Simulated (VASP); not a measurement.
# SnTe (Fm-3m) in VASP: further runs, part 2 of 2

VASP 6.6.1.

### Step 3. Phonons, PBE

File POSCAR:

```
SnTe
1.0
    0.0000000000      3.1508500000      3.1508500000
    3.1508500000      0.0000000000      3.1508500000
    3.1508500000      3.1508500000      0.0000000000
Te Sn
1 1
Direct
    0.5000000000      0.5000000000      0.5000000000
    0.0000000000      0.0000000000      0.0000000000
```

File INCAR.step1:

```
SYSTEM = SnTe
ALGO = Normal
EDIFF = 1E-8
EDIFFG = -0.002
ENCUT = 600
GGA = PE
IBRION = 2
ISIF = 3
ISMEAR = 0
LASPH = .True.
LCHARG = .False.
LREAL = .False.
LWAVE = .False.
NELM = 100
NSW = 40
PREC = Accurate
SIGMA = 0.02
```

File INCAR.step2:

```
SYSTEM = SnTe
ALGO = Normal
EDIFF = 1E-8
ENCUT = 600
GGA = PE
IBRION = 6
ISIF = 2
ISMEAR = 0
LASPH = .True.
LCHARG = .False.
LREAL = .False.
LWAVE = .False.
NELM = 100
NFREE = 2
NSW = 1
POTIM = 0.015
PREC = Accurate
SIGMA = 0.02
```

File KPOINTS:

```
k-points
0
Gamma
  5 5 5
  0 0 0
```

Potentials or basis: VASP PAW PBE potentials, release 64 (Te, Sn_d).

Run with:

```
$ cat potpaw_PBE.64/Te/POTCAR potpaw_PBE.64/Sn_d/POTCAR > POTCAR
$ cp INCAR.step1 INCAR
$ mpirun -np 1 vasp_std > vasp.out
$ cp CONTCAR POSCAR
$ cp INCAR.step2 INCAR
$ mpirun -np 1 vasp_std > vasp.out
```

OUTCAR:

```text
SYSTEM = SnTe
   EDIFF = 1E-8
   ENCUT = 600
   GGA = PE
   IBRION = 6
   ISIF = 2
   ISMEAR = 0
   LASPH = .True.
   LREAL = .False.
   NELM = 100
   NFREE = 2
   NSW = 1
   POTIM = 0.015
   PREC = Accurate

 ion  position               nearest neighbor table
   1  0.500  0.500  0.500-   2 3.20   2 3.20   2 3.20   2 3.20   2 3.20   2 3.20
   2  0.000  0.000  0.000-   1 3.20   1 3.20   1 3.20   1 3.20   1 3.20   1 3.20

  LATTYP: Found a face centered cubic cell.
 ALAT       =     6.4073482095
[... 674 lines left out ...]
  x     0.00000     0.00000     0.00000     0.00000     0.00000     0.00000
  y     0.00000     0.00000     0.00000     0.00000     0.00000     0.00000
  z     0.00000     0.00000     0.00000     0.00000     0.00000     0.00000

 INTERNAL STRAIN TENSOR FOR ION    2 for displacements in x,y,z  (eV/Angst):
          X           Y           Z          XY          YZ          ZX
  --------------------------------------------------------------------------------
  x     0.00000     0.00000     0.00000     0.00000     0.00000     0.00000
  y     0.00000     0.00000     0.00000     0.00000     0.00000     0.00000
  z     0.00000     0.00000     0.00000     0.00000     0.00000     0.00000

 Eigenvectors and eigenvalues of the dynamical matrix
 ----------------------------------------------------

   1 f  =    0.009661 THz     0.060699 2PiTHz    0.322240 cm-1     0.039953 meV
             X         Y         Z           dx          dy          dz
      3.203674  3.203674  3.203674     0.000000   -0.715299    0.000000
      0.000000  0.000000  0.000000     0.000000   -0.698818    0.000000
[... 21 lines left out ...]
   6 f/i=    1.510354 THz     9.489836 2PiTHz   50.379994 cm-1     6.246320 meV
             X         Y         Z           dx          dy          dz
      3.203674  3.203674  3.203674    -0.698818    0.000000    0.000000
      0.000000  0.000000  0.000000     0.715299    0.000000    0.000000

 ELASTIC MODULI CONTR FROM IONIC RELAXATION (kBar)
 Direction    XX          YY          ZZ          XY          YZ          ZX
 --------------------------------------------------------------------------------
 XX           0.0000      0.0000      0.0000      0.0000      0.0000      0.0000
 YY           0.0000      0.0000      0.0000      0.0000      0.0000      0.0000
 ZZ           0.0000      0.0000      0.0000      0.0000      0.0000      0.0000
 XY           0.0000      0.0000      0.0000      0.0000      0.0000      0.0000
 YZ           0.0000      0.0000      0.0000      0.0000      0.0000      0.0000
 ZX           0.0000      0.0000      0.0000      0.0000      0.0000      0.0000
 --------------------------------------------------------------------------------
```

OUTCAR.step1:

```text
SYSTEM = SnTe
   EDIFF = 1E-8
   EDIFFG = -0.002
   ENCUT = 600
   GGA = PE
   IBRION = 2
   ISIF = 3
   ISMEAR = 0
   LASPH = .True.
   LREAL = .False.
   NELM = 100
   NSW = 40
   PREC = Accurate

[... 268 lines left out ...]
      3     -15.5492      2.00000
      4     -15.5492      2.00000
      5     -15.5492      2.00000
      6      -6.1024      2.00000
      7       1.4722      2.00000
      8       4.3325      2.00000
      9       4.3325      2.00000
     10       4.3325      2.00000
     11       9.5844      0.00000
     12       9.5844      0.00000
     13       9.5844      0.00000
     14      11.1833      0.00000
[... 180 lines left out ...]
  FREE ENERGIE OF THE ION-ELECTRON SYSTEM (eV)
  ---------------------------------------------------
  free  energy   TOTEN  =        -7.5689151943 eV

  energy  without entropy=       -7.5689151943  energy(sigma->0) =       -7.56891519

 reached required accuracy - stopping structural energy minimisation
```

OSZICAR.step1:

```text
N       E                     dE             d eps       ncg     rms          rms(c)
DAV:   1     0.126230629042E+03    0.12623E+03   -0.10598E+04   280   0.181E+03
DAV:   2     0.329115852428E+01   -0.12294E+03   -0.12096E+03   298   0.386E+02
DAV:   3    -0.728263730468E+01   -0.10574E+02   -0.10291E+02   346   0.992E+01
[... 37 lines left out ...]
DAV:   7    -0.756891537344E+01   -0.78015E-07   -0.27911E-07   336   0.508E-03    0.111E-03
DAV:   8    -0.756891528988E+01    0.83556E-07   -0.48557E-08   286   0.181E-03    0.440E-04
DAV:   9    -0.756891515905E+01    0.13083E-06   -0.99844E-09   206   0.104E-03    0.181E-04
DAV:  10    -0.756891518616E+01   -0.27114E-07   -0.15290E-09   140   0.457E-04    0.323E-05
DAV:  11    -0.756891519429E+01   -0.81309E-08   -0.17212E-10   140   0.138E-04
   3 F= -.75689152E+01 E0= -.75689152E+01  d E =-.213521E-01
```

Run time: 49 s. Hardware: 1 thread of Intel Xeon 6975P-C (Granite Rapids), shared host; peak memory 0.22 GiB.

What came out:

```yaml
Relaxed_volume: 32.88 Å³/atom
Relaxed_cell: a = 4.531 Å, b = 4.531 Å, c = 4.531 Å, α = 60.00°, β = 60.00°, γ = 60.00°
Space_group_after_relaxing_to_0.05_Å: Fm-3m (No. 225)
Highest_phonon_frequency_at_Γ_LO-TO_splitting_left_out: 0 cm⁻¹
Most_unstable_mode: 50i cm⁻¹
```

The path:
| step | energy change (eV) | largest force (eV/Å) | pressure (GPa) | volume (Å³) |
| --- | --- | --- | --- | --- |
| 1 | 0.0000 | 0.0000 | 2.23 | 62.56 |
| 2 | -0.0201 | 0.0000 | -0.48 | 66.59 |
| 3 | -0.0214 | 0.0000 | 0.01 | 65.76 |

Final structure:
```
Te Sn
1.0
     0.00000    3.20367    3.20367
     3.20367    0.00000    3.20367
     3.20367    3.20367    0.00000
Te Sn
1 1
Direct
  0.50000 0.50000 0.50000
  0.00000 0.00000 0.00000
```

Phonon frequencies in cm⁻¹ (negative: imaginary):
```
              q point        frequencies
(0.000, 0.000, 0.000)  -50 -50 -50 0 0 0
```

Caveat: some modes are imaginary; this odd mesh misses L, where the gap lies, so gap, dielectric constants and Born charges aren't listed. Spin-orbit coupling is left out, which matters for the levels of Te.

### Step 4. Elastic constants, PBE

POSCAR is that of step 3.

File INCAR.step1:

```
ALGO     = Normal         # electronic algorithm
EDIFF    = 1E-8           # SCF threshold, eV
EDIFFG   = -0.002         # ionic threshold
ENCUT    = 600            # plane-wave cutoff, eV
GGA      = PE             # functional
IBRION   = 2              # ionic algorithm
ISIF     = 3              # what is computed and relaxed
ISMEAR   = 0              # smearing method
LASPH    = T              # aspherical terms in the spheres
LCHARG   = F              # write CHGCAR
LREAL    = F              # projectors in reciprocal space
LWAVE    = F              # write WAVECAR
NELM     = 80             # most SCF steps
NSW      = 40             # ionic steps
PREC     = Accurate       # precision mode
SIGMA    = 0.02           # smearing width, eV
```

File INCAR.step2:

```
ALGO     = Normal         # electronic algorithm
EDIFF    = 1E-8           # SCF threshold, eV
ENCUT    = 600            # plane-wave cutoff, eV
GGA      = PE             # functional
IBRION   = 6              # ionic algorithm
ISIF     = 3              # what is computed and relaxed
ISMEAR   = 0              # smearing method
LASPH    = T              # aspherical terms in the spheres
LCHARG   = F              # write CHGCAR
LREAL    = F              # projectors in reciprocal space
LWAVE    = F              # write WAVECAR
NELM     = 80             # most SCF steps
NFREE    = 2            
NSW      = 1              # ionic steps
POTIM    = 0.015          # step
PREC     = Accurate       # precision mode
SIGMA    = 0.02           # smearing width, eV
```

File KPOINTS:

```
k-points
0
Gamma
  5 5 5
```

Run with:

```
$ cat potpaw_PBE.64/Te/POTCAR potpaw_PBE.64/Sn_d/POTCAR > POTCAR
$ cp INCAR.step1 INCAR
$ mpirun -np 1 vasp_std > vasp.out
$ cp CONTCAR POSCAR
$ cp INCAR.step2 INCAR
$ mpirun -np 1 vasp_std > vasp.out
```

Wall time 2.8 min (1 thread of Intel Xeon 6975P-C (Granite Rapids), shared host); peak memory 0.26 GiB.

Results (log left out):

```yaml
Relaxed_volume: 32.88 Å³/atom
Relaxed_cell: a = 4.531 Å, b = 4.531 Å, c = 4.531 Å, α = 60.00°, β = 60.00°, γ = 60.00°
Space_group_after_relaxing_to_0.05_Å: Fm-3m (No. 225)
Elastic_constants_C11_C12_C44: 115, 3, 16 GPa
Voigt_bulk_modulus: 40 GPa
Highest_phonon_frequency_at_Γ_LO-TO_splitting_left_out: 0 cm⁻¹
Most_unstable_mode: 50i cm⁻¹
```

The path:
| step | energy change (eV) | largest force (eV/Å) | pressure (GPa) | volume (Å³) |
| --- | --- | --- | --- | --- |
| 1 | 0.0000 | 0.0000 | 2.23 | 62.56 |
| 2 | -0.0201 | 0.0000 | -0.48 | 66.59 |
| 3 | -0.0214 | 0.0000 | 0.01 | 65.76 |

Final structure:
```
Te Sn
1.0
     0.00000    3.20367    3.20367
     3.20367    0.00000    3.20367
     3.20367    3.20367    0.00000
Te Sn
1 1
Direct
  0.50000 0.50000 0.50000
  0.00000 0.00000 0.00000
```

Phonon frequencies in cm⁻¹ (negative: imaginary):
```csv
q point,frequencies
"(0.000, 0.000, 0.000)",-50 -50 -50 0 0 0
```

Elastic tensor in Voigt notation (GPa, in the Cartesian axes of the cell as first typed):
```
115   3   3   0   0   0
  3 115   3   0   0   0
  3   3 115   0   0   0
  0   0   0  16   0   0
  0   0   0   0  16   0
  0   0   0   0   0  16
```

Clamped-ion elastic tensor (GPa):
```
115   3   3   0   0   0
  3 115   3   0   0   0
  3   3 115   0   0   0
  0   0   0  16   0   0
  0   0   0   0  16   0
  0   0   0   0   0  16
```

Caveat: some modes are imaginary; this odd mesh misses L, where the gap lies, so gap, dielectric constants and Born charges aren't listed. The run has no spin-orbit coupling, so splittings on Te are missing.

### Step 5. Chemical shielding, PBE

File INCAR:

```
PREC = Accurate
ENCUT = 520
EDIFF = 1E-8
ISMEAR = 0
SIGMA = 0.02
LREAL = F
LASPH = T
NELM = 80
ALGO = Normal
ISIF = 2
LWAVE = F
LCHARG = F
GGA = PE
LCHIMAG = T
DQ = 0.001
ICHIBARE = 1
LNMR_SYM_RED = T
```

File KPOINTS:

```
Automatic mesh
0
Gamma
  5 5 5
```

POSCAR is that of step 4.

Potentials or basis: VASP PAW PBE potentials, release 64 (Te, Sn_d).

Run with:

```
$ cat potpaw_PBE.64/Te/POTCAR potpaw_PBE.64/Sn_d/POTCAR > POTCAR
$ mpirun -np 1 vasp_std > vasp.out
```

OUTCAR:

```text
PREC = Accurate
   ENCUT = 520
   EDIFF = 1E-8
   ISMEAR = 0
   LREAL = F
   LASPH = T
   NELM = 80
   ISIF = 2
   GGA = PE

 ion  position               nearest neighbor table
   1  0.500  0.500  0.500-   2 3.15   2 3.15   2 3.15   2 3.15   2 3.15   2 3.15
   2  0.000  0.000  0.000-   1 3.15   1 3.15   1 3.15   1 3.15   1 3.15   1 3.15

  LATTYP: Found a face centered cubic cell.
 ALAT       =     6.3017000000

  Lattice vectors:

 A1 = (   0.0000000000,   3.1508500000,   3.1508500000)
 A2 = (   3.1508500000,   0.0000000000,   3.1508500000)
 A3 = (   3.1508500000,   3.1508500000,   0.0000000000)

Analysis of symmetry for initial positions (statically):
=====================================================================
 Subroutine PRICEL returns:
 Original cell was already a primitive cell.

 Routine SETGRP: Setting up the symmetry group for a
 face centered cubic supercell.

 Subroutine GETGRP returns: Found 48 space group operations
 (whereof 48 operations were pure point group operations)
 out of a pool of 48 trial point group operations.

The static configuration has the point symmetry O_h .

Analysis of symmetry for dynamics (positions and initial velocities):
=====================================================================
 Subroutine PRICEL returns:
 Original cell was already a primitive cell.

 Routine SETGRP: Setting up the symmetry group for a
 face centered cubic supercell.

 Subroutine GETGRP returns: Found 48 space group operations
 (whereof 48 operations were pure point group operations)
 out of a pool of 48 trial point group operations.

The dynamic configuration has the point symmetry O_h .

 Subroutine INISYM returns: Found 48 space group operations
 (whereof 48 operations are pure point group operations),
 and found     1 'primitive' translations

----------------------------------------------------------------------------------------

                                     Primitive cell

  volume of cell :      62.5624

  direct lattice vectors                    reciprocal lattice vectors
     0.000000000  3.150850000  3.150850000    -0.158687338  0.158687338  0.158687338
     3.150850000  0.000000000  3.150850000     0.158687338 -0.158687338  0.158687338
     3.150850000  3.150850000  0.000000000     0.158687338  0.158687338 -0.158687338

  length of vectors
     4.455974803  4.455974803  4.455974803     0.274854533  0.274854533  0.274854533

  position of ions in fractional coordinates (direct lattice)
     0.500000000  0.500000000  0.500000000
     0.000000000  0.000000000  0.000000000
[... 131 lines left out ...]
     11      10.3026      0.00000
     12      10.3026      0.00000
     13      10.3026      0.00000
     14      11.7032      0.00000
[... 139 lines left out ...]
      1     -14.9707      2.00000
      2     -14.9597      2.00000
      3     -14.9518      2.00000
      4     -14.9474      2.00000
      5     -14.9434      2.00000
      6      -4.3199      2.00000
      7      -0.5400      2.00000
      8       2.5296      2.00000
      9       2.6141      2.00000
     10       5.7184      2.00000
     11       8.1051      0.00000
     12      10.9165      0.00000
     13      11.3673      0.00000
     14      12.3777      0.00000

  FORCE on cell =-STRESS in cart. coord.  units (eV):
  Direction    XX          YY          ZZ          XY          YZ          ZX
  --------------------------------------------------------------------------------------
  -------------------------------------------------------------------------------------
  Total        0.8638967      0.8638967      0.8638967     -0.0000000     -0.0000000     -0.0000000
  in kB       22.1237742     22.1237742     22.1237742     -0.0000000     -0.0000000     -0.0000000
  external PRESSURE =      22.1237742 kB  Pullay stress =       0.0000000 kB

 VOLUME and BASIS-vectors are now :
 -----------------------------------------------------------------------------
  energy-cutoff  :      520.00
  volume of cell :       62.56
      direct lattice vectors                 reciprocal lattice vectors
     0.000000000  3.150850000  3.150850000    -0.158687338  0.158687338  0.158687338
     3.150850000  0.000000000  3.150850000     0.158687338 -0.158687338  0.158687338
     3.150850000  3.150850000  0.000000000     0.158687338  0.158687338 -0.158687338

 POSITION                                       TOTAL-FORCE (eV/Angst)
 -----------------------------------------------------------------------------------
      3.15085      3.15085      3.15085         0.000000      0.000000     -0.000000
      0.00000      0.00000      0.00000         0.000000     -0.000000      0.000000
 -----------------------------------------------------------------------------------
    total drift:                               -0.000000      0.000000      0.000000

  FREE ENERGIE OF THE ION-ELECTRON SYSTEM (eV)
  ---------------------------------------------------
  free  energy   TOTEN  =        -7.5474892870 eV

  energy  without entropy=       -7.5474892870  energy(sigma->0) =       -7.54748929

------------------------ aborting loop because EDIFF is reached ----------------------------------------

  Approximate magnetic susceptibility, pGv (10^-6 cm^3/mole)
     1        192.916536         -0.000000          0.000000
     2         -0.000000        192.916536         -0.000000
     3          0.000000          0.000000        192.916536
 -------------------------------------------------------------
  Approximate magnetic susceptibility, vGv (10^-6 cm^3/mole)
     1        122.244013         -0.000000         -0.000000
     2          0.000000        122.244013          0.000000
     3          0.000000         -0.000000        122.244013

         principal value                      axis
       (10^-6 cm^3/mole)           x,          y,          z
      --------------------------------------------------------
              122.244013      0.0000      0.0000      1.0000
              122.244013      0.0000      1.0000      0.0000
              122.244013      1.0000      0.0000      0.0000
 -------------------------------------------------------------

 -------------------------------------------------------------
  G=0 CONTRIBUTION TO CHEMICAL SHIELDING (field along BDIR)
  using pGv susceptibility, excluding core contribution
 -------------------------------------------------------------
   BDIR                X                 Y                 Z
 -------------------------------------------------------------
     1        -42.896700          0.000000          0.000000
     2          0.000000        -42.896700          0.000000
     3          0.000000          0.000000        -42.896700
 -------------------------------------------------------------

  Core NMR properties

  typ  El   Core shielding (ppm)
 ----------------------------
    1  Te    5565.0004592
    2  Sn    5063.3092582
 ----------------------------

  Core contribution to magnetic susceptibility:    -22.43  10^-6 cm^3/mole
 --------------------------------------------------------------------------

  CSA tensor (J. Mason, Solid State Nucl. Magn. Reson. 2, 285 (1993))
  for chemical shielding  (including the isotropic core contribution)

  BDIR labels direction of applied magnetic field (i.e. B0)
  For BDIR==1, B0 along x-axis, etc.
  Induced field listed along cartesian directions for each BDIR
 ------------------------------------------------------------------------------------------
                 EXCLUDING G=0 CONTRIBUTION              INCLUDING G=0 CONTRIBUTION
 ------------------------------------------------------------------------------------------
  ion  BDIR            X           Y           Z                X           Y           Z
          (   iso_shield        span        skew ) (   iso_shield        span        skew )
 ------------------------------------------------------------------------------------------
    1     1    8017.5946      0.0000      0.0000        7979.6846      0.0000      0.0000
          2       0.0000   8017.5946     -0.0000           0.0000   7979.6846     -0.0000
          3       0.0000     -0.0000   8017.5946           0.0000     -0.0000   7979.6846
          (    8017.5946      0.0000      0.0000 ) (    7979.6846      0.0000      0.0000 )

    2     1    4317.6531      0.0000     -0.0000        4279.7431      0.0000     -0.0000
          2       0.0000   4317.6531      0.0000           0.0000   4279.7431      0.0000
          3       0.0000      0.0000   4317.6531           0.0000      0.0000   4279.7431
          (    4317.6531      0.0000      0.0000 ) (    4279.7431      0.0000      0.0000 )
 ------------------------------------------------------------------------------------------
  IF SPAN.EQ.0, THEN SKEW IS ILL-DEFINED
 ------------------------------------------------------------------------------------------
```

Run time: 1.8 min. Hardware: 1 thread of Intel Xeon 6975P-C (Granite Rapids), shared host; peak memory 0.24 GiB.

Chemical shielding (ppm):
```
atom  isotropic  span  skew
1 Te       7980     0  0.00
2 Sn       4280     0  0.00
```

Caveat: this odd mesh misses L, where the gap lies, so gap, dielectric constants and Born charges aren't listed. Spin-orbit coupling is left out, which matters for the levels of Te.

### Step 6. The reference run

An earlier run on the cell as given: functional PBE; potentials or basis VASP PAW PBE potentials, release 64 (Te, Sn_d); cutoff 520 eV; k mesh 7 × 7 × 7; occupations fermi-dirac, width 0.05 eV; no spin polarisation.

- Pressure: 2.2 GPa

### Step 7. Summary

| task | cell | k mesh | cutoff (eV) | smearing | ions in elastic constants | pressure (GPa) |
| --- | --- | --- | --- | --- | --- | --- |
| core levels | as given | 7 × 7 × 7 | 520 | gaussian 0.02 eV | - | 2.2 |
| phonons | relaxed | 5 × 5 × 5 | 600 | gaussian 0.02 eV | - | - |
| elastic constants | relaxed | 5 × 5 × 5 | 600 | gaussian 0.02 eV | relaxed | - |
| chemical shielding | as given | 5 × 5 × 5 | 520 | gaussian 0.02 eV | - | - |
| single point | as given | 7 × 7 × 7 | 520 | fermi-dirac 0.05 eV | - | 2.2 |

Alike in all rows: level PBE; potentials or basis VASP PAW PBE potentials, release 64 (Te, Sn_d); no spin polarisation.

Caveats: some modes are imaginary (some runs).

Total energies depend on the potentials used, so only differences within one code and one set of settings carry meaning.
